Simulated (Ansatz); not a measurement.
# InP: energy along a strain

InP, F-43m, a = 5.960 Å. Ansatz: PBE, PAW, 420 eV, Γ-centred 10×10×10 mesh on 2 atoms, Gaussian smearing 0.05 eV; no spin polarisation. Cell vectors (Å): 0.000 2.980 2.980; 2.980 0.000 2.980; 2.980 2.980 0.000. The cell is strained by x per cent times the pattern (0 0 1 0 0 0) in the order xx yy zz yz xz xy (engineering shears), with fractional coordinates held. y is the free energy over the start, V0 = 26.465 Å³/atom.

```
x (%) y (meV/atom)
-6.00             ?
-4.50         14.85
-3.00          6.50
-1.50          1.58
 0.00          0.00
 1.50          1.64
 3.00          6.40
 4.50         14.17
 5.25         19.13
 6.00         24.78
```

**Question.** Fit y = c1 x + c2 x² + c3 x³ to the other rows, get the stiffness along the pattern, and predict the missing energy.

**Answer.** Least squares on the rows shown. y = 0.036338 x + 0.71637 x² − 0.0056277 x³. The clamped-ion stiffness p·C·p = 2 × 7.164 eV × 160.2 / 26.465 Å³ = 87 GPa, which is C33 in these axes (C11 of the cubic crystal); c1 is there for the stress left in the start, which by itself gives a slope of 0.03 meV/atom per %. At x = -6.00 the fit asked for gives 26.79 meV/atom. The run gave 26.74 meV/atom, so the fit is 0.05 meV/atom too high, a small miss on the scale of the series.